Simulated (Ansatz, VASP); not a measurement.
## One calculation of Pb, two programs

```
Pb
1.0
     0.00000    2.54118    2.54118
     2.54118    0.00000    2.54118
     2.54118    2.54118    0.00000
Pb
1
Cartesian
  0.0000 0.0000 0.0000
```

Alike in both runs: task single point; functional revPBE; k mesh 18 × 18 × 18; occupations fermi-dirac, width 0.1 eV; no spin polarisation.

|  | VASP | Ansatz |
| --- | --- | --- |
| version | VASP 6.6.1 | Ansatz 0.2.0 |
| potentials or method | VASP PAW PBE potentials, release 64 (Pb_d) | plane waves (420 eV) with PAW, scalar-relativistic |
| plane-wave cutoff (eV) | 520 | 420 |
| valence electrons in the cell | 14 | 14 |

|  | VASP | Ansatz | Ansatz less VASP |
| --- | --- | --- | --- |
| pressure (GPa) | 0.1 | 0.1 | +0.04 |

Caveats: the PAW data sets were made with another functional, which shifts forces and pressure a little (VASP). The runs have no spin-orbit coupling, so splittings on Pb are missing.
